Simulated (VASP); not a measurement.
# SnSe in VASP: Born charges and dielectric tensor with LDA

Aim: the Born charges and dielectric tensor of SnSe with LDA.

Everything below comes from runs of VASP 6.6.1. Logs are shortened: lines on timing, memory, paths and dates and some standing lists are left out, and cuts for length are marked.

**1. The slab as given**

The cell holds a slab with vacuum, 4 atoms: a = 4.234 Å, b = 4.234 Å, c = 11.004 Å, α = 90.00°, β = 90.00°, γ = 90.00°.

**2. Born charges and dielectric tensor, LDA**

The input, INCAR:

```
SYSTEM = SnSe
PREC = Accurate
ENCUT = 600
EDIFF = 1E-8
ISMEAR = 0
SIGMA = 0.02
LREAL = .FALSE.
LASPH = .TRUE.
NELM = 60
ALGO = Fast
ISIF = 2
LWAVE = .FALSE.
LCHARG = .FALSE.
GGA = CA
LEPSILON = .TRUE.
IBRION = 8
NSW = 1
```

The input, KPOINTS:

```
regular mesh
0
G
  6 6 4
  0 0 0
```

The input, POSCAR:

```
SnSe
1.0
    4.2336300000      0.0000000000      0.0000000000
    0.0000000000      4.2336300000      0.0000000000
    0.0000000000      0.0000000000     11.0038100000
Sn Se
2 2
Direct
    0.5000000000      0.0000000000      0.3783800000
    0.0000000000      0.5000000000      0.6216200000
    0.5000000000      0.0000000000      0.6232000000
    0.0000000000      0.5000000000      0.3768000000
```

Potentials or basis: VASP PAW LDA potentials, release 64 (Sn_d, Se).

Launch:

```
$ cat potpaw_LDA.64/Sn_d/POTCAR potpaw_LDA.64/Se/POTCAR > POTCAR
$ mpirun -np 1 vasp_std > vasp.out
```

OUTCAR:

```text
SYSTEM = SnSe
   PREC = Accurate
   ENCUT = 600
   EDIFF = 1E-8
   ISMEAR = 0
   LREAL = .FALSE.
   LASPH = .TRUE.
   NELM = 60
   ISIF = 2
   GGA = CA
   LEPSILON = .TRUE.
   IBRION = 8
   NSW = 1

 ion  position               nearest neighbor table
   1  0.500  0.000  0.378-   3 2.69   4 2.99   4 2.99   4 2.99   4 2.99
   2  0.000  0.500  0.622-   4 2.69   3 2.99   3 2.99   3 2.99   3 2.99
   3  0.500  0.000  0.623-   1 2.69   2 2.99   2 2.99   2 2.99   2 2.99
   4  0.000  0.500  0.377-   2 2.69   1 2.99   1 2.99   1 2.99   1 2.99

  LATTYP: Found a simple tetragonal cell.
 ALAT       =     4.2336300000
 C/A-ratio  =     2.5991430522

  Lattice vectors:

 A1 = (   4.2336300000,   0.0000000000,   0.0000000000)
 A2 = (   0.0000000000,   4.2336300000,   0.0000000000)
 A3 = (   0.0000000000,   0.0000000000,  11.0038100000)

Analysis of symmetry for initial positions (statically):
=====================================================================
 Subroutine PRICEL returns:
 Original cell was already a primitive cell.

 Routine SETGRP: Setting up the symmetry group for a
 simple tetragonal supercell.

 Subroutine GETGRP returns: Found 16 space group operations
 (whereof  8 operations were pure point group operations)
 out of a pool of 16 trial point group operations.

The static configuration has the point symmetry D_2d.
 The point group associated with its full space group is D_4h.

Analysis of symmetry for dynamics (positions and initial velocities):
=====================================================================
 Subroutine PRICEL returns:
 Original cell was already a primitive cell.

 Routine SETGRP: Setting up the symmetry group for a
 simple tetragonal supercell.

 Subroutine GETGRP returns: Found 16 space group operations
 (whereof  8 operations were pure point group operations)
 out of a pool of 16 trial point group operations.

The dynamic configuration has the point symmetry D_2d.
 The point group associated with its full space group is D_4h.

 Subroutine INISYM returns: Found 16 space group operations
 (whereof  8 operations are pure point group operations),
 and found     1 'primitive' translations

----------------------------------------------------------------------------------------

                                     Primitive cell

  volume of cell :     197.2281

  direct lattice vectors                    reciprocal lattice vectors
     4.233630000  0.000000000  0.000000000     0.236203920  0.000000000  0.000000000
     0.000000000  4.233630000  0.000000000     0.000000000  0.236203920  0.000000000
     0.000000000  0.000000000 11.003810000     0.000000000  0.000000000  0.090877614

  length of vectors
     4.233630000  4.233630000 11.003810000     0.236203920  0.236203920  0.090877614

  position of ions in fractional coordinates (direct lattice)
     0.500000000  0.000000000  0.378380000
     0.000000000  0.500000000  0.621620000
     0.500000000  0.000000000  0.623200000
     0.000000000  0.500000000  0.376800000

  ion indices of the primitive-cell ions
   primitive index   ion index
                 1           1
                 2           2
                 3           3
[... 843 lines left out ...]
[... ionic steps 4 to 9 ...]

--------------------------------------- Ionic step       10  -------------------------------------------

------------------------ aborting loop because EDIFF is reached ----------------------------------------

[... ionic steps 11 to 11 ...]

--------------------------------------- Ionic step       12  -------------------------------------------

 Free energy of the ion-electron system (eV)
  ---------------------------------------------------
  ---------------------------------------------------
  free energy    TOTEN  =        -0.10147772 eV

  energy without entropy =       -0.10147772

------------------------ aborting loop because EDIFF is reached ----------------------------------------

 INTERNAL STRAIN TENSOR  FOR ION    3  DIRECTION 3   (eV/Angst):
 -----------------------------------------------------------------------------
    -1.79141  0.00000  0.00000
     0.00000 -1.79141  0.00000
     0.00000  0.00000-12.71785

 MACROSCOPIC STATIC DIELECTRIC TENSOR (including local field effects in DFT)
 ------------------------------------------------------
          15.649152     0.000000     0.000000
           0.000000    15.649152     0.000000
           0.000000     0.000000     1.984786
 ------------------------------------------------------

 PIEZOELECTRIC TENSOR (including local field effects)  for field in x, y, z        (e  Angst)
          XX          YY          ZZ          XY          YZ          ZX
  --------------------------------------------------------------------------------
  x     0.00000     0.00000     0.00000     0.00000     0.00000     0.00000
  y     0.00000     0.00000     0.00000     0.00000     0.00000     0.00000
  z     0.00000     0.00000     0.00000     0.00000     0.00000     0.00000

 PIEZOELECTRIC TENSOR (including local field effects)  for field in x, y, z        (C/m^2)
          XX          YY          ZZ          XY          YZ          ZX
  --------------------------------------------------------------------------------
  x     0.00000     0.00000     0.00000     0.00000     0.00000     0.00000
  y     0.00000     0.00000     0.00000     0.00000     0.00000     0.00000
  z     0.00000     0.00000     0.00000     0.00000     0.00000     0.00000

 BORN EFFECTIVE CHARGES (including local field effects) (in |e|, cummulative output)
 ---------------------------------------------------------------------------------
 ion    1
    1     5.74747     0.00000     0.00000
    2     0.00000     5.74747    -0.00000
    3     0.00000     0.00000     0.35548
 ion    2
    1     5.74747     0.00000     0.00000
    2     0.00000     5.74747     0.00000
    3     0.00000     0.00000     0.35548
 ion    3
    1    -5.74747     0.00000     0.00000
    2     0.00000    -5.74747     0.00000
    3     0.00000     0.00000    -0.35548
 ion    4
    1    -5.74747     0.00000     0.00000
    2     0.00000    -5.74747     0.00000
    3     0.00000     0.00000    -0.35548

 INTERNAL STRAIN TENSOR FOR ION    4 for displacements in x,y,z  (eV/Angst):
          X           Y           Z          XY          YZ          ZX
  --------------------------------------------------------------------------------
  x     0.00000     0.00000     0.00000     0.00000     0.00000     2.75734
  y     0.00000     0.00000     0.00000     0.00000     2.72249     0.00000
  z     1.79141     1.79141    12.71785     0.00000     0.00000     0.00000

 SECOND DERIVATIVES (NOT SYMMETRIZED)
 ------------------------------------
               1X          1Y          1Z          2X          2Y          2Z          3X          3Y          3Z          4X          4Y          4Z
  1X    -0.439145    0.000000    0.000000    0.537535    0.000000    0.000000   -0.302935    0.000000    0.000000    0.204544    0.000000    0.000000
  1Y     0.000000   -0.439145    0.000000    0.000000    0.537535    0.000000    0.000000   -0.302935    0.000000    0.000000    0.204544    0.000000
  1Z     0.000000    0.000000   -6.050525    0.000000    0.000000   -0.295716    0.000000    0.000000    5.168220    0.000000    0.000000    1.178021
  2X     0.537535    0.000000    0.000000   -0.439145    0.000000    0.000000    0.204544    0.000000    0.000000   -0.302935    0.000000    0.000000
  2Y     0.000000    0.537535    0.000000    0.000000   -0.439145    0.000000    0.000000    0.204544    0.000000    0.000000   -0.302935    0.000000
  2Z     0.000000    0.000000   -0.295716    0.000000    0.000000   -6.050525    0.000000    0.000000    1.178021    0.000000    0.000000    5.168220
  3X    -0.310238    0.000000    0.000000    0.196691    0.000000    0.000000   -1.287811    0.000000    0.000000    1.401358    0.000000    0.000000
  3Y     0.000000   -0.310238    0.000000    0.000000    0.196691    0.000000    0.000000   -1.287811    0.000000    0.000000    1.401358    0.000000
  3Z     0.000000    0.000000    5.189064    0.000000    0.000000    1.200071    0.000000    0.000000   -5.792110    0.000000    0.000000   -0.597025
  4X     0.196691    0.000000    0.000000   -0.310238    0.000000    0.000000    1.401358    0.000000    0.000000   -1.287811    0.000000    0.000000
  4Y     0.000000    0.196691    0.000000    0.000000   -0.310238    0.000000    0.000000    1.401358    0.000000    0.000000   -1.287811    0.000000
  4Z     0.000000    0.000000    1.200071    0.000000    0.000000    5.189064    0.000000    0.000000   -0.597025    0.000000    0.000000   -5.792110

 Eigenvectors and eigenvalues of the dynamical matrix
 ----------------------------------------------------

   1 f  =    5.730762 THz    36.007440 2PiTHz  191.157647 cm-1    23.700517 meV
             X         Y         Z           dx          dy          dz
      2.116815  0.000000  4.163622     0.000000   -0.000000   -0.446004
      0.000000  2.116815  6.840188    -0.000000    0.000000   -0.446004
      2.116815  0.000000  6.857574     0.000000   -0.000000    0.548708
      0.000000  2.116815  4.146236    -0.000000    0.000000    0.548708
[... 71 lines left out ...]
  12 f/i=    0.744769 THz     4.679524 2PiTHz   24.842834 cm-1     3.080117 meV
             X         Y         Z           dx          dy          dz
      2.116815  0.000000  4.163622    -0.342712    0.255974   -0.000000
      0.000000  2.116815  6.840188    -0.342712    0.255974   -0.000000
      2.116815  0.000000  6.857574     0.451109   -0.336937   -0.000000
      0.000000  2.116815  4.146236     0.451109   -0.336937   -0.000000

--------------------------------------------------------------------------------------------------------

 MACROSCOPIC STATIC DIELECTRIC TENSOR IONIC CONTRIBUTION
 ------------------------------------------------------
          -0.000000    -0.000000    -0.000000
           0.000000    -0.000000    -0.000000
          -0.000000    -0.000000     0.036415
 ------------------------------------------------------

 ELASTIC MODULI CONTR FROM IONIC RELAXATION (kBar)
 Direction    XX          YY          ZZ          XY          YZ          ZX
 --------------------------------------------------------------------------------
 XX         -16.4191    -16.4191    -93.6208      0.0000     -0.0000     -0.0000
 YY         -16.4191    -16.4191    -93.6208      0.0000     -0.0000     -0.0000
 ZZ         -93.6208    -93.6208   -584.2344      0.0000     -0.0000      0.0000
 XY           0.0000      0.0000      0.0000      0.0000      0.0000      0.0000
 YZ          -0.0000     -0.0000     -0.0000      0.0000    -72.5491     -0.0000
 ZX          -0.0000     -0.0000      0.0000      0.0000     -0.0000    -71.2708
 --------------------------------------------------------------------------------

 PIEZOELECTRIC TENSOR IONIC CONTR  for field in x, y, z        (C/m^2)
          XX          YY          ZZ          XY          YZ          ZX
  --------------------------------------------------------------------------------
  x    -0.00000    -0.00000    -0.00000     0.00000     0.00000    -0.00000
  y     0.00000     0.00000    -0.00000     0.00000     0.00000    -0.00000
  z    -0.00000    -0.00000     0.00000     0.00000    -0.00000    -0.00000
```

Run time: 42 min. Hardware: 1 thread of Intel Xeon 6975P-C (Granite Rapids), shared host; peak memory 0.96 GiB.

Results:

- Band gap on the k mesh: 1.47 eV, indirect (least direct gap 1.53 eV)
- Electronic dielectric tensor (diagonal): 15.65, 15.65, 1.98
- Born charges (mean of the diagonal): Sn +3.95; Se -3.95 e
- Highest phonon frequency at Γ, LO-TO splitting left out: 191 cm⁻¹
- Most unstable mode: 25i cm⁻¹

Phonon frequencies in cm⁻¹ (negative: imaginary):
| q point | frequencies |
| --- | --- |
| (0.000, 0.000, 0.000) | -25 -25 0 1 1 44 44 64 98 98 164 191 |

Electronic dielectric tensor:
```
15.65  0.00  0.00
 0.00 15.65  0.00
 0.00  0.00  1.98
```

Born effective charge tensors (e):
atom 1, Sn
```
5.75 0.00 0.00
0.00 5.75 0.00
0.00 0.00 0.36
```
atom 2, Sn
```
5.75 0.00 0.00
0.00 5.75 0.00
0.00 0.00 0.36
```
atom 3, Se
```
-5.75  0.00  0.00
 0.00 -5.75  0.00
 0.00  0.00 -0.36
```
atom 4, Se
```
-5.75  0.00  0.00
 0.00 -5.75  0.00
 0.00  0.00 -0.36
```

Caveat: some modes are imaginary; spin-orbit coupling is left out, which moves the levels of the heavy elements.
